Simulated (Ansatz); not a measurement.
Straining Si2Ni

The calculation used Ansatz 0.2.0, DFT PBEsol, scalar-relativistic, plane waves, PAW. (420 eV cutoff, 10×10×8 k-mesh, Gaussian smearing of 0.10 eV, no spin polarisation)

Reference structure (relaxed):

```
Si Ni
1.0
     2.69569    2.69569    0.00000
    -2.69569    2.69569    0.00000
     0.00000    0.00000    5.39139
Si Ni
4 2
Direct
  0.00000 0.50000 0.75000
  0.50000 0.00000 0.75000
  0.50000 0.00000 0.25000
  0.00000 0.50000 0.25000
  0.00000 0.00000 0.00000
  0.50000 0.50000 0.50000
```

Deformation: shear that moves c along a by the strain times its height over the a-b plane, the cell held and the atoms relaxed, all within the symmetry that the strain leaves. Energies are extrapolated to zero smearing. On this cell's mesh the reference holds a stress of up to 0.51 GPa.

| strain (%) | ΔE (meV/atom) | a (Å) | b (Å) | c (Å) |
| --- | --- | --- | --- | --- |
| +0.0 | 0.0 | 3.812 | 3.812 | 5.391 |
| +2.0 | 1.1 | 3.812 | 3.812 | 5.392 |
| +4.0 | 5.0 | 3.812 | 3.812 | 5.396 |
| +6.0 | 11.6 | 3.812 | 3.812 | 5.401 |
| +8.0 | 20.9 | 3.812 | 3.812 | 5.409 |
| +12.0 | 45.0 | 3.812 | 3.812 | 5.430 |

Question: Does one stiffness describe the whole range?

Answer: No: the innermost pair of points gives (1/V) d²E/dε² = 70 GPa and a cubic fit over all points 101 GPa, so terms beyond the third order count over this range.